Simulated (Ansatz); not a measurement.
The cell is ZrSiO4 (started from an entry of an open crystallographic database); cell and atoms were relaxed with r2SCAN. The symmetry is I4_1/amd (No. 141, tetragonal); conventional cell a = 6.624 Å, c = 5.989 Å, 10.95 Å³ an atom. Zr is surrounded by 8 O at 2.14–2.28 Å; Si is surrounded by 4 O at 1.62 Å; O is surrounded by 1 Si at 1.62 Å and 2 Zr at 2.14–2.28 Å.

```cif
data_structure
_symmetry_space_group_name_H-M 'I4_1/amd:1'
_symmetry_Int_Tables_number 141
_cell_length_a 6.6236
_cell_length_b 6.6236
_cell_length_c 5.9886
_cell_angle_alpha 90.000
_cell_angle_beta 90.000
_cell_angle_gamma 90.000
_cell_volume 262.73
loop_
_atom_site_label
_atom_site_type_symbol
_atom_site_symmetry_multiplicity
_atom_site_Wyckoff_symbol
_atom_site_fract_x
_atom_site_fract_y
_atom_site_fract_z
_atom_site_occupancy
Zr1 Zr 4 a 0.00000 0.50000 0.25000 1
Si1 Si 4 b 0.50000 0.00000 0.25000 1
O1 O 16 h 0.50000 0.31597 0.82091 1
```

5 runs of Ansatz 0.2.0 on this cell differ in the functional (and in the settings that go with it). Levels are in eV from each run's valence top; v1 is the last filled band, c1 the first empty one.

Run A, mean stress -2.0 GPa (compression positive):
```tsv
point	v4	v3	v2	v1	c1	c2
Γ	-0.53	-0.51	-0.51	0.00	16.21	16.45
X	-1.05	-1.05	-0.71	-0.71	15.79	15.79
M	-1.28	-1.28	-0.82	-0.82	16.64	16.64
```

Run B, mean stress -1.3 GPa (compression positive):
```tsv
point	v4	v3	v2	v1	c1	c2
Γ	-0.60	-0.55	-0.55	0.00	7.42	7.77
X	-0.97	-0.97	-0.64	-0.64	7.19	7.19
M	-1.15	-1.15	-0.79	-0.79	7.93	7.93
```

Run C, mean stress -6.0 GPa (compression positive):
```tsv
point	v4	v3	v2	v1	c1	c2
Γ	-0.58	-0.58	-0.57	0.00	4.84	5.20
X	-0.95	-0.95	-0.62	-0.62	4.64	4.64
M	-1.12	-1.12	-0.80	-0.80	5.37	5.37
```

Run D, mean stress 0.0 GPa (compression positive):
```tsv
point	v4	v3	v2	v1	c1	c2
Γ	-0.58	-0.56	-0.56	0.00	5.46	5.82
X	-0.94	-0.94	-0.62	-0.62	5.29	5.29
M	-1.13	-1.13	-0.78	-0.78	5.96	5.96
```

Run E, mean stress -1.5 GPa (compression positive):
```tsv
point	v4	v3	v2	v1	c1	c2
Γ	-0.60	-0.55	-0.55	0.00	6.73	7.08
X	-0.97	-0.97	-0.64	-0.64	6.51	6.51
M	-1.16	-1.16	-0.79	-0.79	7.24	7.24
```

**Question.** Match the runs to LDA, r2SCAN, HSE06, DDH-PBE0, Hartree-Fock.

**Answer.** A is Hartree-Fock, B is DDH-PBE0, C is LDA, D is r2SCAN, E is HSE06. In order of the gap: LDA 4.59, r2SCAN 5.24, HSE06 6.45, DDH-PBE0 7.13, Hartree-Fock 15.75 eV. The stress vanishes for r2SCAN, which relaxed the cell.

Calculated for a static, non-magnetic cell.

The stress of a hybrid is loosely converged in these runs.

The meshes of the hybrids are coarse, so their gaps aren't converged to the digits shown.
